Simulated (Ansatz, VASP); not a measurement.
# KF (Carobbiite) in two plane-wave programs

Wanted: the spread between two codes on one cell, functional and k mesh. The cell is taken from a series of VASP runs on this material, whose earlier steps may have relaxed, scaled or displaced it; both programs get it as it stands.

Main program and level: Ansatz 0.2.0; plane waves, with VASP 6.6.1 beside it; relaxation of cell and atoms at PBEsol.

## Step 1: The starting structure

The structure is cubic, space group Fm-3m (No. 225). Conventional cell: a = 5.311 Å, b = 5.311 Å, c = 5.311 Å, α = 90.00°, β = 90.00°, γ = 90.00°. Nearest to K lie 6 F at 2.66 Å. F has 6 K at 2.66 Å nearest. Farther neighbours and most contacts between anions are not listed.

Structure file:

```
K F
1.0
     0.00000    2.65543    2.65543
     2.65543    0.00000    2.65543
     2.65543    2.65543    0.00000
K F
1 1
Cartesian
  0.0000 0.0000 0.0000
  2.6554 2.6554 2.6554
```

## Step 2: VASP: relaxation of cell and atoms, PBEsol

The relaxed volume is the usual yardstick between codes: its relative difference is about their pressure difference at one cell divided by the bulk modulus.

Lines of VASP's logs that name or quote its potential files are left out, and so is its time.

INCAR reads:

```
SYSTEM = KF
PREC = Accurate
ENCUT = 520
EDIFF = 1E-07
NELM = 100
ISMEAR = 0
SIGMA = 0.05
LREAL = .FALSE.
ALGO = Normal
GGA = PS
NBANDS = 14
LORBIT = 11
LWAVE = .FALSE.
LCHARG = .FALSE.
KPAR = 16
IBRION = 2
NSW = 50
ISIF = 3
EDIFFG = -0.003
```

POSCAR reads:

```
KF
1.0
    0.0000000000      2.6554339111      2.6554339111
    2.6554339111      0.0000000000      2.6554339111
    2.6554339111      2.6554339111      0.0000000000
K F
1 1
Direct
    0.0000000000      0.0000000000      0.0000000000
    0.5000000000      0.5000000000      0.5000000000
```

KPOINTS reads:

```
Automatic mesh
0
Gamma
11 11 11
0 0 0
```

PAW data sets: K_sv and F (PBE family, release 64).

Command:

```
mpirun -np 16 vasp_std
```

Numbers of over 12 decimals in the logs are rounded to 6 here.

Output:

```text
[banner, memory and clock lines left out]
running   16 mpi-ranks, on    1 nodes
 distrk:  each k-point on    1 cores,   16 groups
 distr:  one band on    1 cores,    1 groups

 POSCAR found type information on POSCAR K F
 POSCAR found :  2 types and       2 ions
|                                                                             |
|           W    W    AA    RRRRR   N    N  II  N    N   GGGG   !!!           |
|           W    W   A  A   R    R  NN   N  II  NN   N  G    G  !!!           |
|           W    W  A    A  R    R  N N  N  II  N N  N  G       !!!           |
|           W WW W  AAAAAA  RRRRR   N  N N  II  N  N N  G  GGG   !            |
|           WW  WW  A    A  R   R   N   NN  II  N   NN  G    G                |
|           W    W  A    A  R    R  N    N  II  N    N   GGGG   !!!           |
|                                                                             |
|     For optimal performance we recommend to set                             |
|       NCORE = 2 up to number-of-cores-per-socket                            |
|     NCORE specifies how many cores store one orbital (NPAR=cpu/NCORE).      |
|     This setting can greatly improve the performance of VASP for DFT.       |
|     The default, NCORE=1 might be grossly inefficient on modern             |
|     multi-core architectures or massively parallel machines. Do your        |
|     Unfortunately you need to use the default for GW and RPA                |
|     calculations (for HF NCORE is supported but not extensively tested      |
|     yet).                                                                   |
|                                                                             |

|                                                                             |
|               ----> ADVICE to this user running VASP <----                  |
|                                                                             |
|     You enforced a specific xc type in the INCAR file but a different       |
|     [... a line on the potential file left out ...]
|     I HOPE YOU KNOW WHAT YOU ARE DOING!                                     |
|                                                                             |

 LDA part: xc-table for (Slater+PW92), standard interpolation
 POSCAR, INCAR and KPOINTS ok, starting setup
 FFT: planning ... GRIDC
 FFT: planning ... GRID_SOFT
 FFT: planning ... GRID
 WAVECAR not read
 entering main loop
       N       E                     dE             d eps       ncg     rms          rms(c)
DAV:   1     0.112138925362E+03    0.11214E+03   -0.82624E+03  1568   0.111E+03
DAV:   2    -0.480188240563E+01   -0.11694E+03   -0.10775E+03  2042   0.295E+02
DAV:   3    -0.952140730363E+01   -0.47195E+01   -0.46968E+01  1988   0.542E+01
DAV:   4    -0.964033244059E+01   -0.11893E+00   -0.11889E+00  2112   0.799E+00
DAV:   5    -0.964159093350E+01   -0.12585E-02   -0.12585E-02  2018   0.820E-01    0.592E+00
DAV:   6    -0.855876793519E+01    0.10828E+01   -0.31451E+00  1682   0.151E+01    0.413E+00
DAV:   7    -0.852504683684E+01    0.33721E-01   -0.78840E-02  1994   0.244E+00    0.239E+00
DAV:   8    -0.851815095732E+01    0.68959E-02   -0.52334E-02  1766   0.237E+00    0.216E-01
DAV:   9    -0.851961632238E+01   -0.14654E-02   -0.53642E-03  1972   0.625E-01    0.122E-01
DAV:  10    -0.851992241316E+01   -0.30609E-03   -0.50681E-04  1912   0.195E-01    0.756E-02
DAV:  11    -0.852015157222E+01   -0.22916E-03   -0.22859E-04  1604   0.112E-01    0.164E-02
DAV:  12    -0.852014744943E+01    0.41228E-05   -0.12503E-05  1988   0.323E-02    0.445E-03
DAV:  13    -0.852014883804E+01   -0.13886E-05   -0.29321E-06  1634   0.143E-02    0.438E-03
DAV:  14    -0.852014864282E+01    0.19522E-06   -0.73054E-07  2024   0.819E-03    0.110E-03
DAV:  15    -0.852014866442E+01   -0.21596E-07   -0.27278E-08  1016   0.151E-03
   1 F= -.85201487E+01 E0= -.85201487E+01  d E =-.852015E+01
 curvature:   0.00 expect dE= 0.000E+00 dE for cont linesearch  0.000E+00
 trial: gam= 0.00000 g(F)=  0.203E-58 g(S)=  0.287E-05 ort = 0.000E+00 (trialstep = 0.100E+01)
 search vector abs. value=  0.287E-05
 bond charge predicted
       N       E                     dE             d eps       ncg     rms          rms(c)
DAV:   1    -0.852018258473E+01   -0.33942E-04   -0.59676E-04  1946   0.247E-01    0.431E-02
DAV:   2    -0.852015392965E+01    0.28655E-04   -0.10451E-04  1826   0.930E-02    0.112E-02
DAV:   3    -0.852015057168E+01    0.33580E-05   -0.59226E-06  2626   0.234E-02    0.768E-03
DAV:   4    -0.852015018098E+01    0.39070E-06   -0.16221E-06  2958   0.924E-03    0.625E-03
DAV:   5    -0.852015062530E+01   -0.44431E-06   -0.18150E-07  2460   0.210E-03    0.775E-04
DAV:   6    -0.852015073283E+01   -0.10753E-06   -0.12110E-08   982   0.108E-03    0.145E-04
DAV:   7    -0.852015075869E+01   -0.25866E-07   -0.90612E-09   844   0.539E-04
   2 F= -.85201508E+01 E0= -.85201508E+01  d E =-.209428E-05
 trial-energy change:   -0.000002  1 .order   -0.000002   -0.000003   -0.000001
 step:   1.7993(harm=  1.7993)  dis= 0.00000  next Energy=    -8.520151 (dE=-0.258E-05)
 reached required accuracy - stopping structural energy minimisation
```

OUTCAR, selected parts (step 2):

```text
ion  position               nearest neighbor table
   1  0.000  0.000  0.000-   2 2.66   2 2.66   2 2.66   2 2.66   2 2.66   2 2.66
   2  0.500  0.500  0.500-   1 2.66   1 2.66   1 2.66   1 2.66   1 2.66   1 2.66

  LATTYP: Found a face centered cubic cell.
 ALAT       =     5.3108678222

 Subroutine GETGRP returns: Found 48 space group operations
 (whereof 48 operations were pure point group operations)

The static configuration has the point symmetry O_h .

 Found     56 irreducible k-points:

   k-points           NKPTS =     56   k-points in BZ     NKDIM =     56   number of bands    NBANDS=     14

   dimension x,y,z NGX =    28 NGY =   28 NGZ =   28
   dimension x,y,z NGXF=    56 NGYF=   56 NGZF=   56

   ENCUT  =  520.0 eV  38.22 Ry    6.18 a.u.   6.98  6.98  6.98*2*pi/ulx,y,z

   NELECT =      16.0000    total number of electrons

 k-points in reciprocal lattice and weights: Automatic mesh
   0.00000000  0.00000000  0.00000000       0.001
   0.09090909  0.00000000  0.00000000       0.006
   0.18181818  0.00000000  0.00000000       0.006
   0.27272727  0.00000000  0.00000000       0.006
   0.36363636  0.00000000  0.00000000       0.006
   0.45454545  0.00000000  0.00000000       0.006
   0.09090909  0.09090909  0.00000000       0.005
   0.18181818  0.09090909  0.00000000       0.018
   0.27272727  0.09090909  0.00000000       0.018
[...]
-0.36363636  0.45454545  0.18181818       0.018
  -0.27272727  0.45454545  0.18181818       0.018

 average (electrostatic) potential at core
       1 -35.8271       2 -77.8104

 E-fermi :  -2.6213

 k-point     1 :       0.0000    0.0000    0.0000
  band No.  band energies     occupation
    ...
      4     -12.0674      2.00000
      5     -12.0674      2.00000
      6      -2.8583      2.00000
      7      -2.8583      2.00000
      8      -2.8583      2.00000
      9       3.2665      0.00000
     10       7.8264      0.00000
     11       7.8264      0.00000
     12       7.8264      0.00000
     13       9.5274      0.00000
    ...

 k-point     2 :       0.0909    0.0000    0.0000
  band No.  band energies     occupation
    ...
      4     -12.0706      2.00000
      5     -12.0706      2.00000
      6      -2.9405      2.00000
      7      -2.8890      2.00000
      8      -2.8890      2.00000
      9       3.5068      0.00000
     10       7.6731      0.00000
     11       7.9433      0.00000
     12       7.9433      0.00000
     13       9.6081      0.00000
    ...

 k-point     3 :       0.1818    0.0000    0.0000
  band No.  band energies     occupation
    ...
      4     -12.0788      2.00000
      5     -12.0788      2.00000
      6      -3.1428      2.00000
      7      -2.9703      2.00000
      8      -2.9703      2.00000
      9       4.1580      0.00000
     10       7.3735      0.00000
     11       8.2645      0.00000
     12       8.2645      0.00000
     13       9.8514      0.00000
    ...

  Total       -0.0027967     -0.0027967     -0.0027967      0.0000000      0.0000000     -0.0000000
  in kB       -0.1197044     -0.1197044     -0.1197044      0.0000000      0.0000000     -0.0000000
  external PRESSURE =      -0.1197044 kB  Pullay stress =       0.0000000 kB

  energy-cutoff  :      520.00
  volume of cell :       37.43
      direct lattice vectors                 reciprocal lattice vectors
    -0.000000000  2.655030674  2.655030674    -0.188321741  0.188321741  0.188321741
     2.655030674  0.000000000  2.655030674     0.188321741 -0.188321741  0.188321741
     2.655030674  2.655030674 -0.000000000     0.188321741  0.188321741 -0.188321741

 POSITION                                       TOTAL-FORCE (eV/Angst)
 -----------------------------------------------------------------------------------
      2.65503      2.65503     -0.00000        -0.000000     -0.000000     -0.000000
      2.65503      2.65503      2.65503         0.000000      0.000000      0.000000
 -----------------------------------------------------------------------------------
    total drift:                                0.000000      0.000000      0.000000

  FREE ENERGIE OF THE ION-ELECTRON SYSTEM (eV)
  ---------------------------------------------------
  free  energy   TOTEN  =        -8.5201507587 eV

  energy  without entropy=       -8.5201507587  energy(sigma->0) =       -8.52015076

 reached required accuracy - stopping structural energy minimisation

 total charge
# of ion       s       p       d       tot
------------------------------------------
    1        1.958   5.579   0.035   7.571
    2        1.728   4.342   0.000   6.070
--------------------------------------------------
tot          3.686   9.921   0.035  13.641

[... 3 further parts left out ...]
```

CONTCAR:

```
KF
   1.00000000000000
    -0.0000000000000000    2.6550306736237288    2.6550306736237288
     2.6550306736237288    0.0000000000000000    2.6550306736237288
     2.6550306736237288    2.6550306736237288   -0.0000000000000000
  K               F
     1     1
Direct
     0.0000000000000000    0.0000000000000000    1.0000000000000000
     0.5000000000000000    0.5000000000000000    0.5000000000000000
```

## Step 3: Ansatz: relaxation of cell and atoms, PBEsol

Ansatz runs on its default PAW (the set named soft_2) files.

The same cell, functional, mesh and smearing now go to Ansatz, which takes its cutoff from its data sets.

input.yaml reads:

```yaml
crystal:
  lattice:
    - [0.0, 2.6554339111, 2.6554339111]
    - [2.6554339111, 0.0, 2.6554339111]
    - [2.6554339111, 2.6554339111, 0.0]
  atoms:
    - { symbol: K, position: [0.0, 0.0, 0.0] }
    - { symbol: F, position: [0.5, 0.5, 0.5] }
hamiltonian:
  xc: pbesol
  pseudopotentials: { kind: paw }
kpoints:
  mp_grid: { grid: [11, 11, 11] }
scf:
  occupations: { method: gaussian, width: 0.05 }
relax:
  f_tol: 0.01
  max_steps: 60
  cell: { stress_tol: 0.05 }
output:
  forces: true
  stress: true
```

Command:

```
ansatz run input.yaml --threads 4 --pin off --max-ram 9216MiB --backend cpu --events-out ev --progress --plain --runs-dir out
```

Output:

```text
Engine: ansatz 0.2.0, aarch64-unknown-linux-gnu
Pseudopotentials: kind: paw
Pseudopotential: K, paw, valence charge 9, recommended cutoff 420 eV (normal), K.paw.azcp
Pseudopotential: F, paw, valence charge 7, recommended cutoff 420 eV (normal), F.paw.azcp
Functional definition: PBEsol
  exchange = pbesol_x
  correlation = pbesol_c
Crystal: 2 atoms, lattice volume = 37.449 Å³
Basis set: ecut = 420 eV, 725 PW (Γ), exchange–correlation on 54×54×54 points (8 copies of the dense FFT grid, shifted against one another)
Bands: 12, of which v1, the nominal top of the filled ones, is band 8 counted from 1 (7 counted from 0)
Symmetry: 48 space group operations
Space group: Fm-3m (ITA 225), of the structure as read, at distance tolerance 3.3e-5 Å
k-points: 56 of 1331
Non-local potential: K, projectors of the file, l = 0: 3, l = 1: 2, l = 2: 2
Non-local potential: F, projectors of the file, l = 0: 2, l = 1: 2, l = 2: 1
PAW form: soft (Blöchl's): semilocal exchange-correlation on the pseudo side does not see the compensation charge
PAW frozen core: K, regenerated for the run's functional, and the local potential with it (the file was generated under x = pbe(κ = 0.804, μ = 0.219515), c = pbe(β = 0.066725))
PAW frozen core: F, regenerated for the run's functional, and the local potential with it (the file was generated under x = pbe(κ = 0.804, μ = 0.219515), c = pbe(β = 0.066725))
PAW one-centre angular grid: K, 110 points (default); XC on 64 Gauss nodes
PAW one-centre angular grid: F, 110 points (default); XC on 64 Gauss nodes
Initial density: superposition of atomic densities (neutral atoms: chi_scale 0, normalization atom), corrected by the library's trained network
Initial wavefunctions: pseudopotential atomic-orbital guess
Functional: x = pbesol(κ = 0.804, μ = 0.123457), c = pbesol(β = 0.046)
SCF iter   1: F=—  HF=-2319.113615 eV  |F-HF|=—  |Δ(HF+E_count)|=         —  Δρ=9.89e-3  dr2=2.40e-2  ethr=1.77e-3  ⟨swp⟩=5.9  Hψ=4317  notcnv=0
preconditioner: auto → none  [insulator: Δε(μ)=5.976 eV  Ē_g=17.453 eV  σ=0.050 eV  W_gap=1.00  n_scr=14 (ndim 8)  ℏωp=22.7 eV  f_vac=0.119  D(μ)=0.00/eV (n_scr^D=0)  ε∞_Penn≈2.7]
SCF iter   2: F=—  HF=-2319.107335 eV  |F-HF|=—  |Δ(HF+E_count)|=   6.28e-3  Δρ=5.24e-3  dr2=6.11e-3  ethr=1.50e-4  ⟨swp⟩=2.0  Hψ=1731  notcnv=0
SCF iter   3: F=—  HF=-2319.105625 eV  |F-HF|=—  |Δ(HF+E_count)|=   1.71e-3  Δρ=8.01e-4  dr2=1.49e-4  ethr=3.82e-5  ⟨swp⟩=2.0  Hψ=1220  notcnv=0
SCF iter   4: F=—  HF=-2319.105633 eV  |F-HF|=—  |Δ(HF+E_count)|=   7.55e-6  Δρ=2.47e-4  dr2=6.82e-6  ethr=9.33e-7  ⟨swp⟩=3.0  Hψ=1078  notcnv=0
SCF iter   5: F=—  HF=-2319.105638 eV  |F-HF|=—  |Δ(HF+E_count)|=   5.12e-6  Δρ=4.98e-5  dr2=6.96e-7  ethr=4.26e-8  ⟨swp⟩=2.0  Hψ=1064  notcnv=0
SCF iter   6: F=-2319.105638 eV  HF=-2319.105638 eV  |F-HF|=1.04e-8  |Δ(HF+E_count)|=   1.55e-7  Δρ=5.17e-6  dr2=8.35e-9  ethr=6.25e-10  ⟨swp⟩=4.0  Hψ=1960  notcnv=0
SCF 1 converged in 6 iterations: F = -2319.105638 eV  dr2 = 8.35e-9
  greatest PAW one-centre occupation: 0.987 electrons in one spin orbital (limit 2), on the K atom at site 0 (counted from 0), in its partial waves of l = 0
relax step   1: F+E_penalty+E_count = -2319.10563794 eV  Δ(F+E_penalty+E_count) = +0.000e0 eV  max|allowed force component| = 2.136e-29 eV/Å  Δτ_max = 0.0000 Å  P = -0.084 GPa  Ω = 37.449 Å³  (6 SCF iters, dr2 threshold 1.00e-7 eV, accepted)
[...]
relax step   2: F+E_penalty+E_count = -2319.10585252 eV  Δ(F+E_penalty+E_count) = -2.146e-4 eV  max|allowed force component| = 6.521e-29 eV/Å  Δτ_max = 0.0000 Å  P = +0.005 GPa  Ω = 37.360 Å³  energy of the carried Pulay correction = +1.926e-4 eV  (4 SCF iters, dr2 threshold 1.75e-8 eV, accepted)
[...]
relax step   3: F+E_penalty+E_count = -2319.10566704 eV  Δ(F+E_penalty+E_count) = +1.855e-4 eV  max|allowed force component| = 6.166e-29 eV/Å  Δτ_max = 0.0000 Å  P = -0.006 GPa  Ω = 37.360 Å³  stress off target by 5.59e-3 GPa  SCF on the basis re-selected at this cell (its energy is not comparable with the rows above)  (5 SCF iters)
basis re-selected at this cell: Δ(F+E_penalty+E_count) = +1.855e-4 eV, ΔP = -0.010 GPa vs the last step (what re-selecting the basis moved, of the pressure what is left beyond the Pulay correction that the steps carried, after the strain that the cell walked since its last selection, with what the two solves' SCF thresholds leave and, on support functions, any second-order correction that the steps lacked; it is no m [...]
SCF converged after 5 iterations
Free energy (F): -2319.105667 eV
Harris-Foulkes:  -2319.105667 eV  (|F-HF|=3.64e-12)
Internal energy: -2319.105667 eV  (E = F + TS)
E sigma→0 (E₀):  -2319.105667 eV
Fermi energy:    4.577654 eV
--- Per-component energies (eV) ---
  E_band       = -122.929227
  E_kinetic    = 461.299714
  E_local      = -1098.682529  (includes V_loc(G=0)·N_el)
  E_nonlocal   = 87.235187
  E_hartree    = 394.387498
  E_xc         = -213.274649
  E_vxc        = -266.600348  (∫ρ·V_xc dr)
  E_paw        = -955.263490  (= ΣΔE_a)
  E_vpaw       = -94.958203  (= ΣTr[D̂ρ^β])
  E_aug_tail   = 0.002027  (compensation charges beyond the density's cutoff)
  E_ewald      = -994.959753
  E_core_change = 0.150328  (= ΣΔE_core)
  E_smearing   = -0.000000  (= −TS)
  E_closure    = 0.000000  (closes the sum)
  Σ components = -2319.105667   (vs F -2319.105667, Δ=0.00e0)
--- Forces (eV/Å), atoms counted from 1 ---
  atom   1  K     -0.00000000     0.00000000    -0.00000000
  atom   2  F      0.00000000    -0.00000000    -0.00000000
  max |Σ_I F_I| component: 1.12e-28 eV/Å
--- Stress (GPa, compression-positive) ---
       -0.005587      -0.000000      -0.000000
       -0.000000      -0.005587      -0.000000
       -0.000000      -0.000000      -0.005587
  P = ⅓ Tr σ = -0.0056 GPa (-0.056 kbar)
--- Relaxed structure (2 steps of the walk, 2 accepted, 1 SCFs on fresh bases) ---
  F+E_penalty+E_count = -2319.10566704 eV   max|allowed force component| = 6.166e-29 eV/Å   (the final SCF, on the basis selected at the relaxed cell)
  cell:  # Å, volume = 37.3596 Å³
    - [0, 2.653327, 2.653327]
    - [2.653327, 0, 2.653327]
    - [2.653327, 2.653327, 0]
  atoms:
    - { symbol: K, position: [0, 0, 0] }
    - { symbol: F, position: [0.500000, 0.500000, 0.500000] }
```

The job ended after 2.2 s (4 threads of Arm Neoverse N1, shared host; peak memory 0.29 GiB; 7 s of CPU time).

## Step 4: Differences

Known differences besides the potentials themselves: both relaxations stop at a tolerance, which leaves soft axes loose, and VASP keeps its plane-wave basis; the cutoff is 420 eV in Ansatz and 520 eV in VASP; Ansatz makes its cores anew for this functional, VASP keeps those of its PBE data sets; VASP leaves aspherical gradient terms in its spheres out (LASPH is not set), Ansatz keeps them; Ansatz adds a Pulay correction to the stress that steers its cell, VASP none. Total energies have different zeros and are not compared.

The two programs side by side:

```tsv
quantity	Ansatz	VASP	difference
volume (Å³)	37.36	37.43	-0.19 %
edge a after relaxation, in the typed setting (Å)	3.752	3.755	-0.06 %
```

The walks stopped with -0.01 GPa left in Ansatz and -0.01 GPa in VASP; each walk ends within a tolerance, so the volume difference is uncertain by about these residues over the bulk modulus, most in soft cells.

## Step 5: Outcome

```
difference in volume (relaxation of cell and atoms, PBEsol) : -0.19 %
```

In words: The difference in volume is -0.19 % (relaxation of cell and atoms, PBEsol), within the 1.2 % picked in this series as the mark of a large difference, as far as the stopping tolerances let one tell. How closely two codes agree says nothing of how well the functional describes the real material.

[Lines on the potential files, build, host, timing and source positions are cut from VASP's logs without a mark.]

[Logs are printed without paths, hosts, clocks, repeated set-up lines and the standing remarks that a program may print on its own settings, such as how far it seeks lower states.]

[Hosts, paths, dates, database ids (printed as entryN), source tags and the programs' standing remarks are cut or masked in the printed files.]
